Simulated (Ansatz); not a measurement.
# Ti: the cost of one run

Program: Ansatz 0.2.0. Level of theory: DFT PBE, scalar-relativistic, plane waves, PAW. These are calculated values, not measurements.

1 further run of the same task is left out (set aside as unsound or not needed). Runs told in other sessions of the task aren't counted.

### Step 1. The system as given

The structure is hexagonal, space group P6_3/mmc (No. 194). The conventional cell has a = 2.938 Å, b = 2.938 Å, c = 4.651 Å, α = 90.00°, β = 90.00°, γ = 120.00°. Ti (site symmetry -6m2) has 12 Ti at 2.88 to 2.94 Å in its first shell of neighbours.

Coordinates:

```
CELL_PARAMETERS angstrom
2.93846 0.00000 0.00000
-1.46923 2.54478 0.00000
0.00000 0.00000 4.65063
ATOMIC_POSITIONS crystal
Ti 0.33333 0.66667 0.25000
Ti 0.66667 0.33333 0.75000
```

It is the result of an earlier relaxation at this level (volume 17.39 Å³/atom; gap on the mesh: none (metal)).

### Step 2. The bulk in the cell of the plane

Contents of input.yaml:

```yaml
crystal:
  lattice:
    - [2.9384580613, 0.0, 0.0]
    - [-1.4692290307, 5.3013487498, 0.0]
    - [1.4692290307, 1.2215574072, 2.2324200623]
  atoms:
    - { symbol: Ti, position: [0.0833333333, 0.75, 0.5833333333] }
    - { symbol: Ti, position: [0.9166666667, 0.25, 0.4166666667] }
basis:
  ecutwfc: 420
kpoints:
  mp_grid: { grid: [12, 7, 15] }
hamiltonian:
  xc: pbe
scf:
  occupations: { method: gaussian, width: 0.1 }
output:
  forces: true
  stress: true
  eigenvalues: true
```

On the command line:

```console
> ansatz run input.yaml --threads 1 --pin off --max-ram 2560MiB --backend cpu --events-out ev --progress --plain --runs-dir out
```

**Question.** How long does this run take on 1 thread of Oxide Virtual Turin-like (Zen 5), shared host, and how much memory does it need?

About 11 s, with a peak of 0.61 GiB.
